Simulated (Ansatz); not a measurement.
Every step of a relaxation of diamond Si (111), 6 layers

DFT, PBEsol, PAW with Ansatz's default frozen-core files, scalar-relativistic (Ansatz 0.2.0); a Γ-centred 9×9×1 k mesh, Fermi–Dirac smearing of 0.02 eV, no spin polarisation. The run relaxes the atoms in the fixed cell.

Command: `ansatz run input.yaml --threads 2 --pin off --max-ram 4096MiB --backend cpu --events-out ev --progress --plain --runs-dir out` It took 15 s on 2 threads of Arm Neoverse V2 (shared host), peak memory 0.45 GiB.

```yaml
crystal:
  lattice:
    - [3.8418213872, 0.0, 0.0]
    - [-1.9209106936, 3.3271149181, 0.0]
    - [0.0, 0.0, 23.0579]
  atoms:
    - { symbol: Si, position: [0.0, 0.0, 0.3469531796] }
    - { symbol: Si, position: [0.333333334, 0.666666666, 0.3809635836] }
    - { symbol: Si, position: [0.333333334, 0.666666666, 0.4829947972] }
    - { symbol: Si, position: [0.666666667, 0.333333333, 0.517005202] }
    - { symbol: Si, position: [0.666666667, 0.333333333, 0.6190364156] }
    - { symbol: Si, position: [0.0, 0.0, 0.6530468204] }
kpoints:
  mp_grid: { grid: [9, 9, 1] }
scf:
  occupations: { method: fermi_dirac, width: 0.02 }
hamiltonian:
  xc: pbesol
  pseudopotentials: { kind: paw }
output:
  forces: true
  stress: true
  eigenvalues: true
relax:
  f_tol: 0.01
  max_steps: 40
efield:
  axis: 3
  amplitude: 0
  dipole_correction: true
```

Each step lists its free energy a cell above the last geometry, and Cartesian positions (Å) with forces (eV/Å).

The first step:

```
step 1  dF = 69.88 meV
  Si 0.0000 0.0000 8.0000   0.0000 0.0000 0.4921
  Si 0.0000 2.2181 8.7842   0.0000 0.0000 -0.7684
  Si 0.0000 2.2181 11.1368   0.0000 0.0000 0.3804
  Si 1.9209 1.1090 11.9211   0.0000 0.0000 -0.3804
  Si 1.9209 1.1090 14.2737   0.0000 0.0000 0.7684
  Si 0.0000 0.0000 15.0579   0.0000 0.0000 -0.4921
```

The PAW files were made under PBE. Real surfaces of this kind reconstruct, which a 1×1 cell forbids.

Q: Where does the relaxation end, and by which steps?

A: After 5 geometries, with a shortest distance of 2.319 Å. The further steps:
```
step 2  dF = 9.59 meV
  Si 0.0000 0.0000 8.0589   0.0000 0.0000 0.1256
  Si 0.0000 2.2181 8.7664   0.0000 0.0000 -0.2970
  Si 0.0000 2.2181 11.1446   0.0000 0.0000 0.1855
  Si 1.9209 1.1090 11.9133   0.0000 0.0000 -0.1855
  Si 1.9209 1.1090 14.2915   0.0000 0.0000 0.2970
  Si 0.0000 0.0000 14.9990   0.0000 0.0000 -0.1256
step 3  dF = 0.16 meV
  Si 0.0000 0.0000 8.0540   0.0000 0.0000 0.0132
  Si 0.0000 2.2181 8.7329   0.0000 0.0000 -0.0019
  Si 0.0000 2.2181 11.1462   0.0000 0.0000 0.0283
  Si 1.9209 1.1090 11.9117   0.0000 0.0000 -0.0283
  Si 1.9209 1.1090 14.3250   0.0000 0.0000 0.0019
  Si 0.0000 0.0000 15.0039   0.0000 0.0000 -0.0132
step 4  dF = 0.03 meV
  Si 0.0000 0.0000 8.0622   0.0000 0.0000 -0.0035
  Si 0.0000 2.2181 8.7382   0.0000 0.0000 -0.0004
  Si 0.0000 2.2181 11.1503   0.0000 0.0000 -0.0141
  Si 1.9209 1.1090 11.9076   0.0000 0.0000 0.0141
  Si 1.9209 1.1090 14.3197   0.0000 0.0000 0.0004
  Si 0.0000 0.0000 14.9957   0.0000 0.0000 0.0035
step 5  dF = 0.00 meV
  Si 0.0000 0.0000 8.0600   0.0000 0.0000 0.0002
  Si 0.0000 2.2181 8.7366   0.0000 0.0000 -0.0002
  Si 0.0000 2.2181 11.1490   0.0000 0.0000 -0.0004
  Si 1.9209 1.1090 11.9089   0.0000 0.0000 0.0004
  Si 1.9209 1.1090 14.3213   0.0000 0.0000 0.0001
  Si 0.0000 0.0000 14.9979   0.0000 0.0000 -0.0002
```
